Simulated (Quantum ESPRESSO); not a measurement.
**Sb under changes of volume**

One of the cells (30.206 Å³/atom); the others are scaled copies at fixed shape and fractional positions:

```
Sb
1.0
     2.15420    1.24373    3.75800
    -2.15420    1.24373    3.75800
     0.00000   -2.48746    3.75800
Sb
2
Direct
  0.76651 0.76651 0.76651
  0.23349 0.23349 0.23349
```

| Item | Value |
| --- | --- |
| Program | Quantum ESPRESSO 7.5 |
| Functional | PBE |
| Potentials or basis | SSSP 1.3 efficiency PBE |
| Cutoff | 748 eV |
| Density cutoff | 5987 eV |
| k mesh | 8 × 8 × 8 |
| Occupations | fermi-dirac, width 0.05 eV |
| Spin | no spin polarisation |

```csv
volume (Å³/atom),energy over the lowest point (meV/atom),pressure (GPa),largest force (eV/Å)
28.393,67.09,7.2,0.525
28.998,43.15,5.5,0.398
29.602,?,?,?
30.206,12.23,2.8,0.166
30.810,4.07,1.6,0.063
31.414,0.13,0.5,0.033
32.018,0.00,-0.4,0.123
```

**Question.** What does the run at 29.602 Å³/atom give?

**Answer.** Energy over the lowest point 25.07 meV/atom; pressure 4.1 GPa; largest force 0.278 eV/Å.

Worked out: A Birch-Murnaghan fit of order 3 (a polynomial in V^(-2/3)) to the other rows has its minimum at 31.74 Å³/atom with B0 = V·E''(V) = 50 GPa and B' = 4.5 at fixed shape and positions, which overstates the stiffness. It gives 25.08 meV/atom at 29.602 Å³/atom, against the run's 25.07, and -dE/dV = 4.1 GPa, against 4.1.

Energies are extrapolated to zero smearing.
